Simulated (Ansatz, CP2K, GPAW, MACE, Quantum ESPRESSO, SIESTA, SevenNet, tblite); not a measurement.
## Finding the fault: SIESTA, twisted graphene bilayer, 46.83° (76 atoms)

Program: SIESTA 5.4.2, a calculation on a cell of 76 C, with vacuum.

input.fdf

```
SystemLabel cell
NumberOfAtoms 78
NumberOfSpecies 1
%block ChemicalSpeciesLabel
  1 6 C
%endblock ChemicalSpeciesLabel
LatticeConstant 1.0 Ang
%block LatticeVectors
  10.72290 0.00000 0.00000
  -5.36145 9.28630 0.00000
  0.00000 0.00000 15.53000
%endblock LatticeVectors
PAO.BasisSize DZP
PAO.EnergyShift 0.01 Ry
XC.Functional GGA
XC.Authors PBE
MeshCutoff 300 Ry
%block kgrid_Monkhorst_Pack
  1 0 0 0.0
  0 1 0 0.0
  0 0 1 0.0
%endblock kgrid_Monkhorst_Pack
SolutionMethod diagon
OccupationFunction FD
ElectronicTemperature 580 K
SCF.Mixer.Method Pulay
SCF.Mixer.Weight 0.05
SCF.Mixer.History 8
SCF.Mix Hamiltonian
MaxSCFIterations 60
SCF.DM.Tolerance 1e-04
SCF.H.Tolerance 1.0e-3 eV
WriteForces T
Write.HirshfeldPop T
Write.VoronoiPop T
Write.DM F
Write.H F
XML.Write F
AtomicCoordinatesFormat Fractional
%block AtomicCoordinatesAndAtomicSpecies
  0.17339 0.76857 0.38610 1
  0.19758 0.65484 0.39017 1
  0.27697 0.03810 0.39085 1
  0.30194 0.92077 0.39356 1
  0.11757 0.13445 0.39171 1
  0.13551 0.00944 0.38847 1
  0.22345 0.40253 0.39453 1
  0.24994 0.28070 0.39331 1
  0.33490 0.67340 0.39073 1
  0.34965 0.54205 0.39304 1
[... 62 atom lines left out ...]
  0.91000 0.28963 0.60950 1
  0.93335 0.43331 0.61106 1
  0.96007 0.71749 0.60870 1
  0.98437 0.85737 0.60804 1
%endblock AtomicCoordinatesAndAtomicSpecies
```

On the command line:

```
$ OMP_NUM_THREADS=1 mpirun -np 2 siesta < input.fdf > output.txt
```

What it wrote:

```text
Version         : 5.4.2
reinit: System Name:
reinit: System Label: cell
initatom: Reading input for the pseudopotentials and atomic orbitals ----------
Species number:   1 Atomic number:    6 Label: C
Ground state valence configuration (from tables):   2s02  2p02  3d00  4f00
---- Processing specs for species: C
GGA--PBE XC_GGA_X_PBE--XC_GGA_C_PBE pb
C pseudopotential only contains V_ls up to l=1 -- lmxkb reset.
Using PAO.SplitTailNorm
%block ChemicalSpeciesLabel
    1    6 C                       # Species index, atomic number, species label
%endblock ChemicalSpeciesLabel
%block PAO.Basis                 # Define Basis set
C                     2                    # Species label, number of l-shells
 n=2   0   2                         # n, l, Nzeta
   4.484      3.048
   1.000      1.000
 n=2   1   2 P   1                   # n, l, Nzeta, Polarization, NzetaPol
   5.436      3.692
   1.000      1.000
%endblock PAO.Basis
coor:   Atomic-coordinates input format  =     Fractional
coor: ERROR in AtomicCoordinatesAndAtomicSpecies block
coor: ERROR in AtomicCoordinatesAndAtomicSpecies block
Stopping Program from Node:    1
Stopping Program from Node:    1
coor: ERROR in AtomicCoordinatesAndAtomicSpecies block
coor: ERROR in AtomicCoordinatesAndAtomicSpecies block
Stopping Program from Node:    0
Stopping Program from Node:    0
```

Wall time 0.58 s (2 MPI ranks of Arm Neoverse V2, shared host); peak memory 0.26 GiB.

Banners, paths, timers and routine set-up lines are dropped from the logs unmarked, and long logs keep their key lines alone; longer cuts are marked.

**Question.** Which part of the input is at fault, and how is it mended?

A wrong count of atoms: NumberOfAtoms 76 written as NumberOfAtoms 78. Mend: write NumberOfAtoms 76 in place of NumberOfAtoms 78.

The program stopped at the start.

[Also dropped from logs without a mark: logging warnings of Python, and SIESTA's first energy breakdown and zero terms.]

[Logs are printed without paths, hosts, clocks, repeated set-up lines and the standing remarks that a program may print on its own settings, such as how far it seeks lower states.]

[Hosts, paths, dates, database ids (printed as entryN), source tags and the programs' standing remarks are cut or masked in the printed files.]
